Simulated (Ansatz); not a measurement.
# Diethylzinc (DEZ) (C4H10Zn): vertical ionisation energy

One table from this session's results is given with a row withheld; the runs are named, their logs left out.

The runs use Ansatz 0.2.0, Gaussian basis; unrestricted cation, the program's frozen cores in correlated methods.

Plan: UKS PBE-D4/def2-TZVPP; UKS r2SCAN-D4/def2-TZVPP; UKS PBE0-D4/def2-TZVPP; UKS B3LYP-D4/def2-TZVPP; UKS wB97X-V/def2-TZVPP; UKS wB97M-V/def2-TZVPP; UKS B2PLYP (frozen core with 3s3p of Cu, Zn)/def2-TZVPP; UHF-CCSD(T) with 3s3p of Cu, Zn/def2-TZVPP; UHF-MP2 with 3s3p of Cu, Zn/def2-QZVPP; extrapolation to the limit; then −ε(HOMO) from the neutral's earlier runs with LDA (SPW92), PBE-D4, revPBE-D4, BLYP-D4, r2SCAN-D4, B97M-V, PBE0-D4, B3LYP-D4, r2SCANh-D4, r2SCAN0-D4, HSE06-D4, BHLYP-D4, CAM-B3LYP-D4, LC-ωPBE, ωB97X-V, ωB97M-V.

### The relaxed structure

All runs share one geometry, relaxed beforehand with PBE0-D4 in a triple-zeta def2 set.

15 atoms, charge 0, spin multiplicity 1.

Atoms are counted from 1 here; the program's logs count them from 0.

Bond lengths: C1–C2 1.529 Å, C1–H6 1.094 Å, C1–H7 1.096 Å, C1–H8 1.094 Å, C2–Zn3 1.958 Å, C2–H9 1.096 Å, C2–H10 1.096 Å, Zn3–C4 1.958 Å, C4–C5 1.529 Å, C4–H11 1.096 Å, C4–H12 1.096 Å, C5–H13 1.094 Å, C5–H14 1.096 Å, C5–H15 1.094 Å. Angles: C2–C1–H6 112.0°, C2–C1–H7 112.0°, C2–C1–H8 112.0°, H6–C1–H7 106.9°, H6–C1–H8 106.8°, H7–C1–H8 106.9°, C1–C2–Zn3 115.4°, C1–C2–H9 109.9°, C1–C2–H10 109.9°, Zn3–C2–H9 107.8°, Zn3–C2–H10 107.8°, H9–C2–H10 105.4°, C2–Zn3–C4 179.9°, Zn3–C4–C5 115.4°, Zn3–C4–H11 107.8°, Zn3–C4–H12 107.8°, C5–C4–H11 109.9°, C5–C4–H12 109.9° and more.

Geometry (Å):

```mol
C4H10Zn
  3D, bonds by distance, orders not assigned

 15 14  0  0  0  0  0  0  0  0999 V2000
    0.2531    1.9784    1.8069 C   0  0
    1.0449    0.6770    1.6786 C   0  0
    0.5169   -0.4848    0.1937 Zn  0  0
   -0.0127   -1.6450   -1.2918 C   0  0
   -1.1745   -1.1322   -2.1428 C   0  0
   -0.8145    1.7946    1.9573 H   0  0
    0.5936    2.5847    2.6538 H   0  0
    0.3438    2.6023    0.9133 H   0  0
    0.9623    0.0967    2.6050 H   0  0
    2.1128    0.8989    1.5682 H   0  0
   -0.2593   -2.6297   -0.8776 H   0  0
    0.8692   -1.8071   -1.9225 H   0  0
   -0.9485   -0.1669   -2.6044 H   0  0
   -1.4242   -1.8228   -2.9561 H   0  0
   -2.0848   -0.9950   -1.5523 H   0  0
  1  2  8  0
  2  3  8  0
  3  4  8  0
  4  5  8  0
  1  6  8  0
  1  7  8  0
  1  8  8  0
  2  9  8  0
  2 10  8  0
  4 11  8  0
  4 12  8  0
  5 13  8  0
  5 14  8  0
  5 15  8  0
M  END
```

Set-up of the first run:

File in.yaml:

```yaml
crystal:
  periodic: [false, false, false]
  atoms:
    - {symbol: C, position_ang: [0.253108, 1.978368, 1.806938]}
    - {symbol: C, position_ang: [1.044877, 0.677029, 1.678584]}
    - {symbol: Zn, position_ang: [0.516903, -0.484763, 0.193711]}
    - {symbol: C, position_ang: [-0.012710, -1.645039, -1.291766]}
    - {symbol: C, position_ang: [-1.174472, -1.132247, -2.142770]}
    - {symbol: H, position_ang: [-0.814495, 1.794584, 1.957254]}
    - {symbol: H, position_ang: [0.593575, 2.584700, 2.653767]}
    - {symbol: H, position_ang: [0.343772, 2.602286, 0.913263]}
    - {symbol: H, position_ang: [0.962342, 0.096695, 2.605009]}
    - {symbol: H, position_ang: [2.112797, 0.898921, 1.568234]}
    - {symbol: H, position_ang: [-0.259272, -2.629679, -0.877570]}
    - {symbol: H, position_ang: [0.869227, -1.807075, -1.922475]}
    - {symbol: H, position_ang: [-0.948539, -0.166853, -2.604416]}
    - {symbol: H, position_ang: [-1.424230, -1.822792, -2.956063]}
    - {symbol: H, position_ang: [-2.084783, -0.995033, -1.552300]}
basis:
  gaussian: {orbitals: def2-TZVPP}
total_charge: 1
magnetization: {spin_polarized: true, initial_magnetization: 1}
hamiltonian: {xc: pbe, dispersion: d4}
```

On the command line:

```sh
$ ansatz run in.yaml --threads 2 --pin off --events-out ev --progress --plain --max-ram 22528MiB --backend cuda --devices 0, --max-vram 18GiB
```

Steps of the session up to this table: Cation, UKS PBE-D4/def2-TZVPP; Cation, UKS r2SCAN-D4/def2-TZVPP; Cation, UKS PBE0-D4/def2-TZVPP; Cation, UKS B3LYP-D4/def2-TZVPP; Cation, UKS wB97X-V/def2-TZVPP; Cation, UKS wB97M-V/def2-TZVPP; Cation, UKS B2PLYP (frozen core with 3s3p of Cu, Zn)/def2-TZVPP; Cation, UHF-CCSD(T) with 3s3p of Cu, Zn/def2-TZVPP; Cation, UHF-MP2 with 3s3p of Cu, Zn/def2-QZVPP.

One table of the session follows, with a row left open; its other results are not shown here.

Orbital estimates, from the neutral's runs:

```
  functional  −ε(HOMO) (eV)
 LDA (SPW92)           5.55
      PBE-D4           5.40
   revPBE-D4              ?
     BLYP-D4           5.27
   r2SCAN-D4           5.59
      B97M-V           5.63
     PBE0-D4           6.49
    B3LYP-D4           6.30
  r2SCANh-D4           6.00
  r2SCAN0-D4           6.63
    HSE06-D4           6.10
    BHLYP-D4           7.51
CAM-B3LYP-D4           7.81
     LC-ωPBE           9.17
     ωB97X-V           8.78
     ωB97M-V           8.66
```

Estimate the missing values for revPBE-D4.

The run gave: −ε(HOMO) (eV): 5.34. In the column «−ε(HOMO) (eV)» it lies between BLYP-D4 (5.27) and PBE-D4 (5.40).
